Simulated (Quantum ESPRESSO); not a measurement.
BAs: zone-centre phonons and dielectric response under several settings

```
As B
1.0
     0.00000    2.38850    2.38850
     2.38850    0.00000    2.38850
     2.38850    2.38850    0.00000
As B
1 1
Direct
  0.75000 0.75000 0.75000
  0.00000 0.00000 0.00000
```

All runs used Quantum ESPRESSO 7.5; k mesh 8 × 8 × 8, shifted; no spin polarisation; occupations smeared at first, fixed for the response.

| level | potentials | geometry | cutoff (eV) | volume (Å³/atom) | pressure (GPa) | lowest optical mode without the field (cm⁻¹) | highest mode with the field (cm⁻¹) | ε∞ (mean) | ε0 (mean) | Born charge of atom 1 (e) |
| --- | --- | --- | --- | --- | --- | --- | --- | --- | --- | --- |
| vdW-DF-cx | PseudoDojo 0.4.1 SR PBE standard | given cell, atoms relaxed | 1143 | 13.63 | -0.2 | 689 | 691 | 9.73 | 9.8 | 0.41 |
| LDA | PseudoDojo 0.4.1 SR LDA standard | relaxed cell | 1088 | 13.24 | -0.1 | 701 | 705 | 9.60 | 9.7 | 0.54 |
| LDA | PseudoDojo 0.4.1 SR LDA standard | given cell, atoms relaxed | 1088 | 13.63 | ? | ? | ? | ? | ? | ? |

What stands in the row left open?

Pressure -4.2 GPa; lowest optical mode without the field 681 cm⁻¹; highest mode with the field 684 cm⁻¹; ε∞ 9.71; ε0 9.8; Born charge of atom 1 0.46 e.

Caveats: the potentials were made for another functional, which shifts forces and pressure (some runs); before the sum rule the acoustic modes lie tens of cm⁻¹ from zero, a sign that the density grid also shifts the optical modes (some runs); the cell is more than 3 GPa from zero pressure, which shifts response properties (some runs).

For the row left open. Caveat: the cell is more than 3 GPa from zero pressure, which shifts response properties.
